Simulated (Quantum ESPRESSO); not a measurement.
## SiO2 (Cristobalite) under changes of volume

One of the cells (14.402 Å³/atom); the others are scaled copies at fixed shape and fractional positions:

```
Si O
1.0
     4.98200    0.00000    0.00000
     0.00000    4.98200    0.00000
     0.00000    0.00000    6.96300
Si O
4 8
Cartesian
  3.9805 1.0015 5.2222
  3.4925 3.4925 3.4815
  1.0015 3.9805 1.7408
  1.4895 1.4895 0.0000
  0.5155 1.1951 5.7227
  1.2959 3.0065 0.5004
  4.4665 3.7869 2.2412
  3.6861 1.9755 3.9819
  3.0065 1.2959 6.4626
  3.7869 4.4665 4.7218
  1.9755 3.6861 2.9811
  1.1951 0.5155 1.2403
```

* Program: Quantum ESPRESSO 7.5
* Functional: PBE
* Potentials or basis: SSSP 1.3 efficiency PBE
* Cutoff: 748 eV
* Density cutoff: 5987 eV
* k mesh: 6 × 6 × 4
* Occupations: fermi-dirac, width 0.05 eV
* Spin: no spin polarisation

```csv
volume (Å³/atom),energy over the lowest point (meV/atom),pressure (GPa),gap on the mesh (eV),largest force (eV/Å)
13.538,82.93,19.8,6.07,1.173
13.826,51.38,15.0,5.98,0.903
14.114,?,?,?,?
14.402,12.17,6.7,5.77,0.437
14.690,3.03,3.2,5.65,0.251
14.978,0.00,-0.1,5.53,0.160
15.266,2.51,-3.0,5.40,0.243
```

Problem. What does the run at 14.114 Å³/atom give?

Solution. Energy over the lowest point 28.05 meV/atom; pressure 10.7 GPa; gap on the mesh 5.87 eV; largest force 0.658 eV/Å.

Worked out: A Birch-Murnaghan fit of order 3 (a polynomial in V^(-2/3)) to the other rows has its minimum at 14.99 Å³/atom with B0 = V·E''(V) = 160 GPa and B' = 4.1 at fixed shape and positions, which overstates the stiffness. It gives 28.05 meV/atom at 14.114 Å³/atom, against the run's 28.05, and -dE/dV = 10.8 GPa, against 10.7. A parabola through the other rows of the gap, of slope -5.14 eV per unit of ln V (its deformation potential) there, gives 5.88 eV, against the run's 5.87.

Energies are extrapolated to zero smearing.

Caveats: the cell was measured hot, at 340 K; forces of over 1 eV/Å show positions far from the minimum, so gaps and moduli don't describe the material at rest (some runs).

A mesh can miss the band edges.
